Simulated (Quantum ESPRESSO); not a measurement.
Here is a Quantum ESPRESSO 7.5 calculation.

run.py

```python
import numpy as np
from ase.calculators.espresso import Espresso, EspressoProfile
from ase.io import read

atoms = read('MgB2.xyz')

input_data = {
    'control': {'calculation': 'scf', 'prefix': 'pwscf', 'outdir': './tmp', 'tprnfor': True, 'tstress': True, 'disk_io': 'nowf'},
    'system': {'ecutwfc': 45.0, 'ecutrho': 360.0, 'nbnd': 14, 'input_dft': 'wc', 'occupations': 'smearing', 'smearing': 'mv', 'degauss': 0.01469973},
    'electrons': {'conv_thr': 6e-10, 'electron_maxstep': 120, 'mixing_beta': 0.5},
}
pseudopotentials = {'B': 'b_pbesol_v1.4.uspp.F.UPF', 'Mg': 'mg_pbesol_v1.4.uspp.F.UPF'}
profile = EspressoProfile(command='pw.x', pseudo_dir='pseudo')
dft = Espresso(profile=profile, input_data=input_data, pseudopotentials=pseudopotentials, kpts=(9, 10, 8), koffset=(0, 0, 0))
atoms.calc = dft

print(f'energy {atoms.get_potential_energy():.8f} eV')
print('forces (eV/A)')
print(np.round(atoms.get_forces(), 6))
print('stress (eV/A^3, Voigt)')
print(np.round(atoms.get_stress(), 8))
print(f'Fermi level {dft.get_fermi_level():.4f} eV')
```

MgB2.xyz

```xyz
3
Lattice="3.0072913700 0.3184626800 0.1103413400 -1.2278489200 2.6450234300 -0.0274209700 0.1260072800 0.0365919100 3.4369355200" Properties=species:S:1:pos:R:3 pbc="T T T"
Mg     1.7793425179      2.9583725773      0.0836345546
B      0.2648879940      1.8941998015      1.7325849449
B      1.6406616669      1.1109917508      1.7865567262
```

Potentials or basis: GBRV 1.5 PBEsol.

Command:

```bash
$ OMP_NUM_THREADS=1 python run.py
```

Q: Estimate the pressure.

A: 5.7 GPa.

Q: Predict the band gap on the k mesh.

A: None (metal or under the smearing width).

Q: What does it give for the largest force?

A: 0.892 eV/Å.

Forces in eV/Å, atoms in the order of the input:
```
Mg  -0.009  0.030 -0.008
B   -0.792  0.349 -0.099
B    0.801 -0.379  0.107
```

Caveat: the potentials were made for another functional, which shifts forces and pressure.
